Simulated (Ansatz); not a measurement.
# Hg: the cost of one run

Program: Ansatz 0.2.0. Level of theory: DFT PBE, scalar-relativistic, plane waves, PAW. These are calculated values, not measurements.

2 further runs of the same task are left out: 1 that didn't finish, 1 set aside as unsound or not needed.

### Step 1. Starting point

It takes space group Pm-3m (No. 221, cubic). The conventional cell has a = 5.255 Å, b = 5.255 Å, c = 5.255 Å, α = 90.00°, β = 90.00°, γ = 90.00°. Hg (site symmetry 4/mmm) is surrounded by 8 Hg at 3.72 Å.

As a file:

```cif
data_structure
_symmetry_space_group_name_H-M 'Pm-3m'
_symmetry_Int_Tables_number 221
_cell_length_a 5.2551
_cell_length_b 5.2551
_cell_length_c 5.2551
_cell_angle_alpha 90.000
_cell_angle_beta 90.000
_cell_angle_gamma 90.000
_cell_volume 145.12
loop_
_atom_site_label
_atom_site_type_symbol
_atom_site_symmetry_multiplicity
_atom_site_Wyckoff_symbol
_atom_site_fract_x
_atom_site_fract_y
_atom_site_fract_z
_atom_site_occupancy
Hg1 Hg 3 d 0.50000 0.00000 0.00000 1
```

Recipe of the guess: random cell by space group and Wyckoff sites (Pm-3m, No. 221). Its size is a rough estimate.

### Step 2. A first look at the guess

input.yaml

```yaml
crystal:
  lattice:
    - [5.25506125, 0.0, 0.0]
    - [0.0, 5.25506125, 0.0]
    - [0.0, 0.0, 5.25506125]
  atoms:
    - { symbol: Hg, position: [0.5, 0.0, 0.0] }
    - { symbol: Hg, position: [0.0, 0.5, 0.0] }
    - { symbol: Hg, position: [0.0, 0.0, 0.5] }
basis:
  ecutwfc: 420
kpoints:
  mp_grid: { grid: [4, 4, 4] }
hamiltonian:
  xc: pbe
scf:
  occupations: { method: gaussian, width: 0.1 }
  lower_state_search: "off"
output:
  forces: true
  stress: true
  eigenvalues: true
```

The run is started by

```
ansatz run input.yaml --threads 1 --pin off --max-ram 2560MiB --backend cpu --events-out ev --progress --plain --runs-dir out
```

Q: Estimate wall time and peak memory on 1 thread of Arm Neoverse V1, shared host.

About 2.5 s, with a peak of 0.34 GiB.
